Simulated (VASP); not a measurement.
# InP (F-43m) in VASP: phonons with PBE

Aim: the phonons of InP with PBE.

Program: VASP 6.6.1. These are calculated values, not measurements. Logs are shortened: lines on timing, memory, paths and dates and some standing lists are left out, and cuts for length are marked.

**1. The structure**

The structure is cubic, space group F-43m (No. 216). The conventional cell has a = 5.861 Å, b = 5.861 Å, c = 5.861 Å, α = 90.00°, β = 90.00°, γ = 90.00°. Around In (site symmetry -43m) lie 4 P at 2.54 Å. Around P (site symmetry -43m) lie 4 In at 2.54 Å.

**2. Phonons, PBE**

POSCAR

```
InP
1.0
    0.0000000000      2.9305000000      2.9305000000
    2.9305000000      0.0000000000      2.9305000000
    2.9305000000      2.9305000000      0.0000000000
In P
1 1
Direct
    0.0000000000      0.0000000000      0.0000000000
    0.2500000000      0.2500000000      0.2500000000
```

INCAR.step1

```
SYSTEM = InP
ALGO = Normal
EDIFF = 1E-8
EDIFFG = -0.002
ENCUT = 600
GGA = PE
IBRION = 2
ISIF = 3
ISMEAR = 0
LASPH = .True.
LCHARG = .False.
LREAL = .False.
LWAVE = .False.
NELM = 80
NSW = 40
PREC = Accurate
SIGMA = 0.02
```

INCAR.step2

```
SYSTEM = InP
ALGO = Normal
EDIFF = 1E-8
ENCUT = 600
GGA = PE
IBRION = 8
ISIF = 2
ISMEAR = 0
LASPH = .True.
LCHARG = .False.
LREAL = .False.
LWAVE = .False.
NELM = 80
NSW = 1
PREC = Accurate
SIGMA = 0.02
```

KPOINTS

```
k-points
0
Gamma
  10 10 10
  0 0 0
```

Potentials or basis: VASP PAW PBE potentials, release 64 (In_d, P).

On the command line:

```sh
> cat potpaw_PBE.64/In_d/POTCAR potpaw_PBE.64/P/POTCAR > POTCAR
> cp INCAR.step1 INCAR
> mpirun -np 1 vasp_std > vasp.out
> cp CONTCAR POSCAR
> cp INCAR.step2 INCAR
> mpirun -np 1 vasp_std > vasp.out
```

OUTCAR:

```text
SYSTEM = InP
   EDIFF = 1E-8
   ENCUT = 600
   GGA = PE
   IBRION = 8
   ISIF = 2
   ISMEAR = 0
   LASPH = .True.
   LREAL = .False.
   NELM = 80
   NSW = 1
   PREC = Accurate

 ion  position               nearest neighbor table
   1  0.000  0.000  0.000-   2 2.58   2 2.58   2 2.58   2 2.58
   2  0.250  0.250  0.250-   1 2.58   1 2.58   1 2.58   1 2.58

  LATTYP: Found a face centered cubic cell.
 ALAT       =     5.9584516400

  Lattice vectors:

 A1 = (   0.0000000000,   2.9792258200,   2.9792258200)
 A2 = (   2.9792258200,   0.0000000000,   2.9792258200)
 A3 = (   2.9792258200,   2.9792258200,   0.0000000000)

Analysis of symmetry for initial positions (statically):
=====================================================================
 Subroutine PRICEL returns:
 Original cell was already a primitive cell.

 Routine SETGRP: Setting up the symmetry group for a
 face centered cubic supercell.

 Subroutine GETGRP returns: Found 24 space group operations
 (whereof 24 operations were pure point group operations)
 out of a pool of 48 trial point group operations.

The static configuration has the point symmetry T_d .

Analysis of symmetry for dynamics (positions and initial velocities):
=====================================================================
 Subroutine PRICEL returns:
 Original cell was already a primitive cell.

 Routine SETGRP: Setting up the symmetry group for a
 face centered cubic supercell.

 Subroutine GETGRP returns: Found 24 space group operations
 (whereof 24 operations were pure point group operations)
 out of a pool of 48 trial point group operations.

The dynamic configuration has the point symmetry T_d .

 Subroutine INISYM returns: Found 24 space group operations
 (whereof 24 operations are pure point group operations),
 and found     1 'primitive' translations

----------------------------------------------------------------------------------------

                                     Primitive cell

  volume of cell :      52.8859

  direct lattice vectors                    reciprocal lattice vectors
     0.000000000  2.979225820  2.979225820    -0.167828835  0.167828835  0.167828835
     2.979225820  0.000000000  2.979225820     0.167828835 -0.167828835  0.167828835
     2.979225820  2.979225820  0.000000000     0.167828835  0.167828835 -0.167828835

  length of vectors
     4.213261560  4.213261560  4.213261560     0.290688070  0.290688070  0.290688070

  position of ions in fractional coordinates (direct lattice)
     0.000000000  0.000000000  0.000000000
     0.250000000  0.250000000  0.250000000

  ion indices of the primitive-cell ions
   primitive index   ion index
                 1           1
                 2           2

----------------------------------------------------------------------------------------

 KPOINTS: k-points

Automatic generation of k-mesh.
 Grid dimensions read from file:
 generate k-points for:   10   10   10

 Generating k-lattice:

  Cartesian coordinates                     Fractional coordinates (reciprocal lattice)
    -0.016782884  0.016782884  0.016782884     0.100000000  0.000000000  0.000000000
     0.016782884 -0.016782884  0.016782884     0.000000000  0.100000000  0.000000000
     0.016782884  0.016782884 -0.016782884     0.000000000  0.000000000  0.100000000

  Length of vectors
     0.029068807  0.029068807  0.029068807

  Shift w.r.t. Gamma in fractional coordinates (k-lattice)
     0.000000000  0.000000000  0.000000000

 Subroutine IBZKPT returns following result:
 ===========================================
[... 88 lines left out ...]

 number of electron      17.9999999 magnetization

 Free energy of the ion-electron system (eV)
  ---------------------------------------------------
  ext. energy  EPLUGINS =         0.00000000
  ---------------------------------------------------
  free energy    TOTEN  =        -8.40809575 eV

  energy without entropy =       -8.40809575  energy(sigma->0) =       -8.40809575

 E-fermi :   4.7608     XC(G=0):  -9.0653

 val. band max:        4.6617878036   @ k =   0.0000   0.0000   0.0000
 cond. band min:       5.1039182115   @ k =   0.0000   0.0000   0.0000
 fundamental gap:      0.4421304080
 Fermi energy:         4.7607684617

 k-point     1 :       0.0000    0.0000    0.0000
  band No.  band energies     occupation
      1      -9.4337      2.00000
      2      -9.4337      2.00000
      3      -9.4337      2.00000
      4      -9.3049      2.00000
      5      -9.3049      2.00000
      6      -6.5281      2.00000
      7       4.6618      2.00000
      8       4.6618      2.00000
      9       4.6618      2.00000
     10       5.1039      0.00000
     11       8.7515      0.00000
     12       8.7515      0.00000
     13       8.7515      0.00000
[... 354 lines left out ...]
  band No.  band energies     occupation
      1      -9.5582      2.00000
      2      -9.3692      2.00000
      3      -9.3665      2.00000
      4      -9.3333      2.00000
      5      -9.2825      2.00000
      6      -4.9933      2.00000
      7       0.0489      2.00000
      8       2.6298      2.00000
      9       2.8778      2.00000
     10       6.9600      0.00000
     11       7.6467      0.00000
     12      11.3708      0.00000
     13      12.0074      0.00000

 [... further k-points ...]

------------------------ aborting loop because EDIFF is reached ----------------------------------------

  FORCE on cell =-STRESS in cart. coord.  units (eV):
  Direction    XX          YY          ZZ          XY          YZ          ZX
  --------------------------------------------------------------------------------------
  -------------------------------------------------------------------------------------
  Total        0.0047274      0.0047274      0.0047274      0.0000000      0.0000000      0.0000000
  in kB        0.1432167      0.1432167      0.1432167      0.0000000      0.0000000      0.0000000
  external PRESSURE =       0.1432167 kB  Pullay stress =       0.0000000 kB

 VOLUME and BASIS-vectors are now :
 -----------------------------------------------------------------------------
  energy-cutoff  :      600.00
  volume of cell :       52.89
      direct lattice vectors                 reciprocal lattice vectors
     0.000000000  2.979225820  2.979225820    -0.167828835  0.167828835  0.167828835
     2.979225820  0.000000000  2.979225820     0.167828835 -0.167828835  0.167828835
     2.979225820  2.979225820  0.000000000     0.167828835  0.167828835 -0.167828835

 POSITION                                       TOTAL-FORCE (eV/Angst)
 -----------------------------------------------------------------------------------
      0.00000      0.00000      0.00000         0.000000      0.000000      0.000000
      1.48961      1.48961      1.48961        -0.000000     -0.000000     -0.000000
 -----------------------------------------------------------------------------------
    total drift:                               -0.000000     -0.000000      0.000000

  FREE ENERGIE OF THE ION-ELECTRON SYSTEM (eV)
  ---------------------------------------------------
  free  energy   TOTEN  =        -8.4080957526 eV

  energy  without entropy=       -8.4080957526  energy(sigma->0) =       -8.40809575

[... ionic steps 2 to 3 ...]

--------------------------------------- Ionic step        4  -------------------------------------------

------------------------ aborting loop because EDIFF is reached ----------------------------------------

[... ionic steps 5 to 6 ...]

--------------------------------------- Ionic step        7  -------------------------------------------

 Free energy of the ion-electron system (eV)
  ---------------------------------------------------
  ---------------------------------------------------
  free energy    TOTEN  =        -0.04927407 eV

  energy without entropy =       -0.04927407

------------------------ aborting loop because EDIFF is reached ----------------------------------------

 INTERNAL STRAIN TENSOR  FOR ION    2  DIRECTION 1   (eV/Angst):
 -----------------------------------------------------------------------------
     0.00757  0.00000  0.00000
     0.00000 -0.00233 -6.54614
     0.00000 -6.54614 -0.00233

 INTERNAL STRAIN TENSOR FOR ION    2 for displacements in x,y,z  (eV/Angst):
          X           Y           Z          XY          YZ          ZX
  --------------------------------------------------------------------------------
  x     0.00000     0.00000     0.00000     0.00000    -6.54614     0.00000
  y     0.00000     0.00000     0.00000     0.00000     0.00000    -6.54614
  z     0.00000     0.00000     0.00000    -6.54614     0.00000     0.00000

 SECOND DERIVATIVES (NOT SYMMETRIZED)
 ------------------------------------
               1X          1Y          1Z          2X          2Y          2Z
  1X    -7.198537    0.000000    0.000000    7.198537    0.000000    0.000000
  1Y     0.000000   -7.198537    0.000000    0.000000    7.198537    0.000000
  1Z     0.000000    0.000000   -7.198537    0.000000    0.000000    7.198537
  2X     7.194607    0.000000    0.000000   -7.194607    0.000000    0.000000
  2Y     0.000000    7.194607    0.000000    0.000000   -7.194607    0.000000
  2Z     0.000000    0.000000    7.194607    0.000000    0.000000   -7.194607

 Eigenvectors and eigenvalues of the dynamical matrix
 ----------------------------------------------------

   1 f  =    8.490668 THz    53.348441 2PiTHz  283.218203 cm-1    35.114566 meV
             X         Y         Z           dx          dy          dz
      0.000000  0.000000  0.000000    -0.461023    0.000000   -0.000000
      1.489613  1.489613  1.489613     0.887388    0.000000   -0.000000
[... 21 lines left out ...]
   6 f/i=    0.000948 THz     0.005959 2PiTHz    0.031636 cm-1     0.003922 meV
             X         Y         Z           dx          dy          dz
      0.000000  0.000000  0.000000     0.012230    0.184268    0.867960
      1.489613  1.489613  1.489613     0.006354    0.095732    0.450929

--------------------------------------------------------------------------------------------------------

 ELASTIC MODULI CONTR FROM IONIC RELAXATION (kBar)
 Direction    XX          YY          ZZ          XY          YZ          ZX
 --------------------------------------------------------------------------------
 XX          -0.0000     -0.0000     -0.0000      0.0000      0.0000      0.0000
 YY          -0.0000     -0.0000     -0.0000      0.0000      0.0000      0.0000
 ZZ          -0.0000     -0.0000     -0.0000      0.0000      0.0000      0.0000
 XY           0.0000      0.0000      0.0000   -177.1056      0.0000      0.0000
 YZ           0.0000      0.0000      0.0000      0.0000   -177.1056      0.0000
 ZX           0.0000      0.0000      0.0000      0.0000      0.0000   -177.1056
 --------------------------------------------------------------------------------
```

Wall time 8 min (1 thread of Intel Xeon Platinum 8559C (Emerald Rapids), shared host); peak memory 0.48 GiB.

What came out:

```yaml
Relaxed_volume: 26.44 Å³/atom
Relaxed_cell: a = 4.213 Å, b = 4.213 Å, c = 4.213 Å, α = 60.00°, β = 60.00°, γ = 60.00°
Space_group_after_relaxing_to_0.05_Å: F-43m (No. 216)
Highest_phonon_frequency_at_Γ_LO-TO_splitting_left_out: 283 cm⁻¹
```

Step by step:
| step | energy change (eV) | largest force (eV/Å) | pressure (GPa) | volume (Å³) |
| --- | --- | --- | --- | --- |
| 1 | 0.0000 | 0.0000 | 3.32 | 50.33 |
| 2 | -0.0192 | 0.0000 | -1.40 | 54.22 |
| 3 | -0.0252 | 0.0000 | 0.01 | 52.89 |

Final structure:
```
CELL_PARAMETERS angstrom
0.00000 2.97923 2.97923
2.97923 0.00000 2.97923
2.97923 2.97923 0.00000
ATOMIC_POSITIONS crystal
In 0.00000 0.00000 0.00000
P 0.25000 0.25000 0.25000
```

Phonon frequencies in cm⁻¹ (negative: imaginary):
| q point | frequencies |
| --- | --- |
| (0.000, 0.000, 0.000) | 0 0 0 283 283 283 |
